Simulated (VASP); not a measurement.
A run of VASP 6.6.1 is set up as follows.

INCAR

```
PREC = Accurate
ENCUT = 520
EDIFF = 1E-7
ISMEAR = 0
SIGMA = 0.1
LREAL = F
LASPH = T
NELM = 100
ALGO = Normal
ISIF = 2
LWAVE = F
LCHARG = F
GGA = PS
NBANDS = 28
```

File KPOINTS:

```
Automatic mesh
0
Gamma
  6 6 4
```

The input POSCAR:

```
Pb
1.0
    4.8441014563      0.0000000000      0.0000000000
   -2.4220507281      4.1951149197      0.0000000000
    0.0000000000      0.0000000000      4.7240455515
Pb
3
Direct
    0.3334945625      0.0000000000      0.3333333333
    0.0000000000      0.3334945625      0.6666666667
    0.6665054375      0.6665054375      0.0000000000
```

Potentials or basis: VASP PAW PBE potentials, release 64 (Pb_d).

Launch:

```console
$ cat potpaw_PBE.64/Pb_d/POTCAR > POTCAR
$ mpirun -np 1 vasp_std > vasp.out
```

**Question.** What does it give for the band gap on the k mesh?

**Answer.** None (metal or under the smearing width).

**Question.** Estimate the pressure.

**Answer.** -0.1 GPa.

Forces on the atoms (eV/Å):
```
Pb  -0.002  0.000  0.000
Pb   0.001 -0.002  0.000
Pb   0.001  0.002  0.000
```

Caveat: the PAW data sets were made with another functional, which shifts forces and pressure a little. The run has no spin-orbit coupling, so splittings on Pb are missing.
